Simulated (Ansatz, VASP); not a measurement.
# Al: VASP and Ansatz over several settings

```
CELL_PARAMETERS angstrom
0.00000 2.05145 2.05145
2.05145 0.00000 2.05145
2.05145 2.05145 0.00000
ATOMIC_POSITIONS crystal
Al 0.00000 0.00000 0.00000
```

Single points on this cell with VASP 6.6.1 and Ansatz 0.2.0. Each row is one pair of runs. Alike in all rows: spin: off; VASP's potentials, cutoff: VASP PAW PBE potentials, release 64 (Al), 520 eV.

```csv
level,k mesh,smearing,"Ansatz's potentials, cutoff","gap on the k mesh at the Fermi level (eV), VASP","gap on the k mesh at the Fermi level (eV), Ansatz","pressure (GPa), VASP","pressure (GPa), Ansatz"
PBEsol+D4,11 × 11 × 11,"fermi-dirac, width 0.05 eV","Ansatz PAW, 420 eV",none,none,-6.3,-6.3
RPBE+D4,11 × 11 × 11,"fermi-dirac, width 0.05 eV","Ansatz PAW, 420 eV",none,none,-7.6,-7.4
revPBE,11 × 11 × 11,"fermi-dirac, width 0.05 eV","Ansatz PAW, 420 eV",none,none,-2.3,-2.2
BLYP+D3(BJ),11 × 11 × 11,"fermi-dirac, width 0.05 eV","Ansatz PAW, 420 eV",none,none,-6.6,-6.7
SVWN5,11 × 11 × 11,"fermi-dirac, width 0.05 eV","Ansatz PAW, 420 eV",none,none,-5.8,-6.2
r2SCAN+D4,11 × 11 × 11,"fermi-dirac, width 0.05 eV","Ansatz PAW, 500 eV",none,none,-7.3,-7.1
RPBE+D3(BJ),11 × 11 × 11,tetrahedron,"Ansatz PAW, 420 eV",none,none,-21.6,-21.4
r2SCANh,6 × 6 × 6,"fermi-dirac, width 0.05 eV","Ansatz PAW, 500 eV",none,none,-5.9,-5.7
```

Pressure (GPa): the two programs differ by at most 0.34.

A gap of «none» marks a metal or a gap that the smearing closes.

Caveats: pairwise dispersion overbinds metals, which lowers pressure and volume (some rows); the k mesh is coarse (spacing up to 0.44 Å⁻¹), so the values aren't converged, least of all with exact exchange (some rows); the PAW data sets were made with another functional, which shifts forces and pressure a little (VASP); so large a pressure means that the cell lies far from this level's equilibrium, or that cutoff or potentials fall short (VASP); the potentials were made for another functional, which shifts forces and pressure (VASP); tetrahedron occupations give inexact forces and stress in metals (VASP); the PAW data sets come from PBE, with cores solved anew for the run's functional, which leaves a small shift of forces and pressure (Ansatz).
